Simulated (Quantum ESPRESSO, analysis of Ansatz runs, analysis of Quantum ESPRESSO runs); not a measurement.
# Charge-transition level of the Ti on the Ga site in GaAs (PBEsol) (Quantum ESPRESSO), part 4 of 4

How near does this set-up come to the measured charge-transition level? Subject: Ti on the Ga site in GaAs. Set-up: PBEsol, GBRV 1.5 PBEsol, 32-site cell, PBEsol lattice, k: the single point 1/4 1/4 1/4 then 2x2x2 shifted, dielectric constants 10.9 and 12.9 (handbook). The model is a cell of 32 host atoms with 1 Ga taken out and 1 Ti put in. The level is the Fermi energy at which two charge states have equal formation energy, after a correction for the images of the charge. A local or semilocal functional is the cheapest first rung.

Quantum ESPRESSO 7.5; PBEsol, GBRV 1.5 PBEsol, 32-site cell, PBEsol lattice, k: the single point 1/4 1/4 1/4 then 2x2x2 shifted, dielectric constants 10.9 and 12.9 (handbook).

So far: The structure; Relaxation, charge +1; Single point, charge +1; Relaxation, charge 0.

### Step 5. Single point, charge 0

This step: Quantum ESPRESSO plane-wave DFT, PBEsol, GBRV 1.5 PBEsol potentials; single point of a defect supercell.

The input, pw.in:

```
&CONTROL
  calculation = 'scf'
  prefix = 'pwscf'
  outdir = './tmp'
  pseudo_dir = './pseudo'
  tprnfor = .true.
  disk_io = 'low'
/
&SYSTEM
  ibrav = 0
  nat = 32
  ntyp = 3
  ecutwfc = 45
  ecutrho = 360
  nbnd = 193
  occupations = 'smearing'
  smearing = 'fd'
  degauss = 0.00073499
  nspin = 2
  starting_magnetization(1) = 0.0263
  starting_magnetization(2) = 0.0417
  starting_magnetization(3) = 0.1
  tot_magnetization = 1
  nosym = .true.
/
&ELECTRONS
  conv_thr = 3d-08
  electron_maxstep = 100
  mixing_beta = 0.3
/
ATOMIC_SPECIES
Ga    69.7230 ga_pbesol_v1.4.uspp.F.UPF
Ti    47.8670 ti_pbesol_v1.4.uspp.F.UPF
As    74.9216 as_pbesol_v1.uspp.F.UPF
CELL_PARAMETERS angstrom
  -5.6543511318    5.6543511318   -5.6543511318
   5.6543511318    5.6543511318    5.6543511318
   5.6543511318   -5.6543511318   -5.6543511318
ATOMIC_POSITIONS crystal
Ga    -0.0009285528   -0.0009500030   -0.0010318895
Ga    -0.0009136200    0.2497322697    0.7469503157
Ga    -0.0012846457    0.4995272859    0.4999037398
[... 2 atom lines left out ...]
Ga     0.2494402302    0.2472811809    0.4998248652
Ti     0.2495445691    0.5001132565    0.2499035917
[... 1 atom line left out ...]
Ga     0.5002929822    0.0011776000    0.5004644698
Ga     0.5001472288    0.2485905207    0.2499687081
Ga     0.4997817795    0.5002848587   -0.0011402856
Ga     0.5014363780    0.7515407644    0.7517982596
[... 6 atom lines left out ...]
As    -0.0030891015    0.5000261074    0.2486178589
[... 2 atom lines left out ...]
As     0.2501640164    0.2483586400    0.2504352601
As     0.2485460463    0.5001220283   -0.0025991671
[... 4 atom lines left out ...]
As     0.5023960529    0.7516889631    0.5020194043
[... 3 atom lines left out ...]
As     0.7482741567    0.7510895915    0.2496158639
K_POINTS automatic
2 2 2 1 1 1
```

The input, pp_potential.in:

```
&INPUTPP
  prefix = 'pwscf'
  outdir = './tmp'
  filplot = 'potential.dat'
  plot_num = 11
/
&PLOT
  nfile = 1
  filepp(1) = 'potential.dat'
  iflag = 3
  output_format = 6
  fileout = 'potential.cube'
/
```

Command:

```console
$ OMP_NUM_THREADS=1 mpirun -n 4 pw.x -nk 2 -in pw.in > pw.out
$ OMP_NUM_THREADS=1 mpirun -n 4 pp.x -in pp_potential.in > pp_potential.out
```

The log of the run:

```text
[banner, memory and clock lines left out]
          URL

     bravais-lattice index     =            0
     lattice parameter (alat)  =      18.5073  a.u.
     unit-cell volume          =    4879.8325 (a.u.)^3
     number of atoms/cell      =           32
     number of atomic types    =            3
     number of electrons       =       377.00 (up: 189.00, down: 188.00)
     number of Kohn-Sham states=          193
     kinetic-energy cutoff     =      45.0000  Ry
     charge density cutoff     =     360.0000  Ry
     scf convergence threshold =      3.0E-08
     mixing beta               =       0.3000
     number of iterations used =            8  plain     mixing
     Exchange-correlation= SLA  PW   PSX  PSC
                           (   1   4  10   8   0   0   0)

     celldm(1)=  18.507266  celldm(2)=   0.000000  celldm(3)=   0.000000
     celldm(4)=   0.000000  celldm(5)=   0.000000  celldm(6)=   0.000000

     crystal axes: (cart. coord. in units of alat)
               a(1) = (  -0.577350   0.577350  -0.577350 )
               a(2) = (   0.577350   0.577350   0.577350 )
               a(3) = (   0.577350  -0.577350  -0.577350 )

     reciprocal axes: (cart. coord. in units 2 pi/alat)
               b(1) = (  0.000000  0.866025 -0.866025 )
               b(2) = (  0.866025  0.866025 -0.000000 )
               b(3) = (  0.866025  0.000000 -0.866025 )

     PseudoPot. # 1 for Ga read from file:
     ga_pbesol_v1.4.uspp.F.UPF
     Pseudo is Ultrasoft + core correction, Zval = 19.0
     Generated by new atomic code, or converted to UPF format
     Using radial grid of  871 points,  6 beta functions with:
                l(1) =   0
                l(2) =   0
                l(3) =   1
                l(4) =   1
                l(5) =   2
                l(6) =   2
     Q(r) pseudized with  8 coefficients,  rinner =    1.250   1.250   1.250
                                                       1.250   1.250

     PseudoPot. # 2 for Ti read from file:
     ti_pbesol_v1.4.uspp.F.UPF
     Pseudo is Ultrasoft + core correction, Zval = 12.0
     Generated by new atomic code, or converted to UPF format
     Using radial grid of  851 points,  6 beta functions with:
                l(1) =   0
                l(2) =   0
                l(3) =   1
                l(4) =   1
[...]
Q(r) pseudized with  6 coefficients,  rinner =    1.000   1.000   1.000
                                                       1.000   1.000

     PseudoPot. # 3 for As read from file:
     as_pbesol_v1.uspp.F.UPF
     Pseudo is Ultrasoft + core correction, Zval =  5.0
     Generated by new atomic code, or converted to UPF format
     Using radial grid of  875 points,  6 beta functions with:
[...]
l(2) =   0
                l(3) =   1
                l(4) =   1
                l(5) =   2
                l(6) =   2
     Q(r) pseudized with  8 coefficients,  rinner =    1.300   1.300   1.300
                                                       1.300   1.300

     atomic species   valence    mass     pseudopotential
     Ga               19.00    69.72300     Ga( 1.00)
     Ti               12.00    47.86700     Ti( 1.00)
     As                5.00    74.92160     As( 1.00)

     Starting magnetic structure
     atomic species   magnetization
     Ga              0.026
     Ti              0.042
     As              0.100

     No symmetry found

   Cartesian axes

     site n.     atom                  positions (alat units)
         1        Ga     tau(   1) = (  -0.0006081  -0.0004888   0.0005834  )
         2        Ga     tau(   2) = (   0.5759624  -0.2875965  -0.2865415  )
         3        Ga     tau(   3) = (   0.5777635  -0.0009590   0.0005243  )
         4        Ga     tau(   4) = (   0.5789035   0.2878734   0.2910023  )
         5        Ga     tau(   5) = (   0.2888375  -0.2887253  -0.5777590  )
         6        Ga     tau(   6) = (   0.2873275  -0.0017918  -0.2898205  )
         7        Ti     tau(   7) = (   0.2889478   0.2885332   0.0003840  )
         8        Ga     tau(   8) = (   0.2881826   0.5785303   0.2909480  )
         9        Ga     tau(   9) = (   0.0007789   0.0005809  -0.5771077  )
        10        Ga     tau(  10) = (  -0.0009168   0.2879644  -0.2895558  )
        11        Ga     tau(  11) = (  -0.0003679   0.5780471   0.0009488  )
        12        Ga     tau(  12) = (   0.5784488   0.2893558  -0.2896531  )
        13        Ga     tau(  13) = (  -0.2883265   0.2882736  -0.5764149  )
        14        Ga     tau(  14) = (  -0.2879390   0.5757460  -0.2866968  )
        15        Ga     tau(  15) = (   0.2886892   0.2885143  -0.5765942  )
        16        Ga     tau(  16) = (   0.2897102   0.5792870  -0.2900020  )
        17        As     tau(  17) = (   0.4332685  -0.4312510  -0.4338561  )
        18        As     tau(  18) = (   0.4314482  -0.1443215  -0.1427814  )
        19        As     tau(  19) = (   0.4340133   0.1433671   0.1469341  )
        20        As     tau(  20) = (   0.4330188   0.4326948   0.4342647  )
        21        As     tau(  21) = (   0.1442335  -0.1461416  -0.4340153  )
        22        As     tau(  22) = (   0.1435465   0.1432333  -0.1456312  )
[...]
ethr =  1.94E-10,  avg # of iterations =  6.0

     negative rho (up, down):  1.170E-04 4.125E-04

     total energy              =   -6984.43169451 Ry
     estimated scf accuracy    <       0.00000204 Ry

     total magnetization       =     1.00 Bohr mag/cell
     absolute magnetization    =     1.18 Bohr mag/cell

     iteration # 19     ecut=    45.00 Ry     beta= 0.30
     Davidson diagonalization with overlap
     ethr =  1.94E-10,  avg # of iterations =  4.5

     negative rho (up, down):  1.170E-04 4.126E-04

     total energy              =   -6984.43169446 Ry
     estimated scf accuracy    <       0.00000075 Ry

     total magnetization       =     1.00 Bohr mag/cell
     absolute magnetization    =     1.18 Bohr mag/cell

     iteration # 20     ecut=    45.00 Ry     beta= 0.30
     Davidson diagonalization with overlap
     ethr =  1.94E-10,  avg # of iterations =  2.9

     negative rho (up, down):  1.171E-04 4.123E-04

     total energy              =   -6984.43169449 Ry
     estimated scf accuracy    <       0.00000016 Ry

     total magnetization       =     1.00 Bohr mag/cell
     absolute magnetization    =     1.18 Bohr mag/cell

     iteration # 21     ecut=    45.00 Ry     beta= 0.30
     Davidson diagonalization with overlap
     ethr =  4.16E-11,  avg # of iterations =  5.6

     negative rho (up, down):  1.171E-04 4.121E-04

     Magnetic moment per site  (integrated on atomic sphere of radius R)
     atom   1 (R=0.103)  charge= 17.0228  magn=  0.0036
     atom   2 (R=0.103)  charge= 17.0223  magn=  0.0041
     atom   3 (R=0.103)  charge= 17.0219  magn=  0.0036
     atom   4 (R=0.103)  charge= 17.0219  magn=  0.0041
     atom   5 (R=0.103)  charge= 17.0352  magn=  0.0009
     atom   6 (R=0.103)  charge= 17.0224  magn=  0.0042
     atom   7 (R=0.104)  charge=  9.8094  magn=  0.6518
     atom   8 (R=0.103)  charge= 17.0218  magn=  0.0042
     atom   9 (R=0.103)  charge= 17.0223  magn=  0.0036
     atom  10 (R=0.103)  charge= 17.0227  magn=  0.0041
[...]
atom  28 (R=0.103)  charge=  2.7259  magn= -0.0119
     atom  29 (R=0.103)  charge=  2.6957  magn=  0.0004
     atom  30 (R=0.103)  charge=  2.6931  magn=  0.0004
     atom  31 (R=0.103)  charge=  2.6934  magn=  0.0004
     atom  32 (R=0.103)  charge=  2.6963  magn=  0.0004

     End of self-consistent calculation

 ------ SPIN UP ------------

          k = 0.4330 0.4330-0.4330 ( 24868 PWs)   bands (ev):

   -86.9664 -86.9660 -86.9653 -86.9639 -86.9621 -86.9611 -86.9606 -86.9604
   -86.9598 -86.9594 -86.9591 -86.9590 -86.9581 -86.9579 -86.9576 -86.9574
   -86.9574 -86.9573 -86.9567 -86.9559 -86.9550 -86.9543 -86.9540 -86.9537
   -86.9535 -86.9534 -86.9526 -86.9526 -86.9520 -86.9518 -86.9517 -86.9513
   -86.9510 -86.9509 -86.9501 -86.9494 -86.9477 -86.9476 -86.9471 -86.9466
   -86.9451 -86.9448 -86.9327 -86.9325 -86.9320 -49.6552 -26.0691 -26.0562
   -26.0548  -7.6646  -7.6642  -7.6638  -7.6636  -7.6634  -7.6625  -7.6586
    -7.6581  -7.6571  -7.6388  -7.6383  -7.6371  -7.6093  -7.6020  -7.6008
    -7.6002  -7.5569  -7.5565  -7.5561  -7.5559  -7.5551  -7.5538  -7.5514
    -7.5510  -7.5395  -7.5391  -7.5388  -7.5377  -7.5369  -7.5358  -7.5357
[...]
8.5655

          k = 0.0000 0.4330 0.0000 ( 24879 PWs)   bands (ev):

[...]
8.5782

          k = 0.0000 0.0000-0.4330 ( 24879 PWs)   bands (ev):

[...]
8.5712

          k =-0.4330 0.0000 0.0000 ( 24879 PWs)   bands (ev):

[...]
8.5770

 ------ SPIN DOWN ----------

          k = 0.4330 0.4330-0.4330 ( 24868 PWs)   bands (ev):

[...]
8.6090

          k = 0.0000 0.4330 0.0000 ( 24879 PWs)   bands (ev):

[...]
8.7847

          k = 0.0000 0.0000-0.4330 ( 24879 PWs)   bands (ev):

[...]
8.7777

          k =-0.4330 0.0000 0.0000 ( 24879 PWs)   bands (ev):

[...]
2.4637   2.4705   3.3048   3.3189   3.4128   3.4179   3.7293   3.9774
     4.1538   4.1601   4.1662   4.7000   4.7081   4.7089   4.7370   4.7421
     4.7515   4.7972   4.8006   4.8106   4.8363   4.8769   5.0751   5.0813
     5.1700   5.6037   5.8115   5.8198   5.8624   5.8708   5.9317   6.0021
     6.0425   6.0487   6.4541   6.4578   8.2515   8.4690   8.5382   8.7735
     8.7835

     the spin up/dw Fermi energies are     7.7018    7.3854 ev

!    total energy              =   -6984.43169454 Ry
     estimated scf accuracy    <       0.00000002 Ry
     smearing contrib. (-TS)   =      -0.00043915 Ry
     internal energy E=F+TS    =   -6984.43125540 Ry

     The total energy is F=E-TS. E is the sum of the following terms:
     one-electron contribution =   -6201.43602430 Ry
     hartree contribution      =    3221.28896006 Ry
     xc contribution           =   -1238.89838680 Ry
     ewald contribution        =   -2765.38580435 Ry

     total magnetization       =     1.00 Bohr mag/cell
     absolute magnetization    =     1.18 Bohr mag/cell

     convergence has been achieved in  21 iterations

     negative rho (up, down):  1.171E-04 4.121E-04

     Forces acting on atoms (cartesian axes, Ry/au):

     atom    1 type  1   force =     0.00013302   -0.00027208   -0.00040451
     atom    2 type  1   force =     0.00009114   -0.00178487    0.00068964
     atom    3 type  1   force =     0.00015590    0.00033109    0.00102555
     atom    4 type  1   force =     0.00005082    0.00123254    0.00045449
     atom    5 type  1   force =    -0.00004992    0.00003902    0.00052747
     atom    6 type  1   force =     0.00189290   -0.00018442   -0.00101825
     atom    7 type  2   force =     0.00008076    0.00010347    0.00020800
     atom    8 type  1   force =     0.00116402    0.00023100    0.00065585
     atom    9 type  1   force =     0.00014264   -0.00017555   -0.00034164
     atom   10 type  1   force =    -0.00024861    0.00149403   -0.00087740
[...]
atom   28 type  3   force =     0.00207784    0.00189917   -0.00055684
     atom   29 type  3   force =    -0.00059098    0.00165872    0.00207749
     atom   30 type  3   force =     0.00045646    0.00046212   -0.00181326
     atom   31 type  3   force =     0.00034144   -0.00029476    0.00158471
     atom   32 type  3   force =    -0.00070320   -0.00166985   -0.00210779

     Total force =     0.011293     Total SCF correction =     0.000281
```

Run time: 22 min. Hardware: 4 MPI ranks of Arm Neoverse V1, shared host; peak memory 3.8 GiB; 86 min of CPU time.

This step gave:

```
total moment                          : 1.000 μB
integral of the absolute spin density : 1.183 μB
```

### Step 6. Charge-transition levels

Analysis of the runs above: levels from Quantum ESPRESSO plane-wave DFT, PBEsol, GBRV 1.5 PBEsol potentials energies with an image-charge correction aligned at atomic sites (own code after Kumagai and Oba).

It gives:

- gap: 0.4483 eV

### Step 7. Outcome

- static dielectric constant used: 12.9
- band gap of the host: 0.45 eV
- (plus 1/0) level below the conduction-band bottom: 0.15 eV

In words: (+1/0) level below the conduction-band bottom: computed 0.15 eV, measured 0.9 eV; 0.75 eV shallower than the measurement. The level is counted in a gap of 0.45 eV, and the correction is screened by a dielectric constant of 12.9 from a handbook. Levels hang on the band edges, which semilocal functionals place too close together. The total moment is locked at the high-spin value, which doesn't force the spin onto the d shell; spin-orbit coupling, which lowers the gap of these hosts' heavier members, is left out. Limits: the total moment of each charge state is locked at an assumed value.

[Logs are printed without paths, hosts, clocks, repeated set-up lines and the standing remarks that a program may print on its own settings, such as how far it seeks lower states.]

[Hosts, paths, dates, database ids (printed as entryN), source tags and the programs' standing remarks are cut or masked in the printed files.]

[For some hosts the program warned that the k-mesh of the response run may be too coarse for force constants and the static dielectric constant; such warnings are not shown here.]
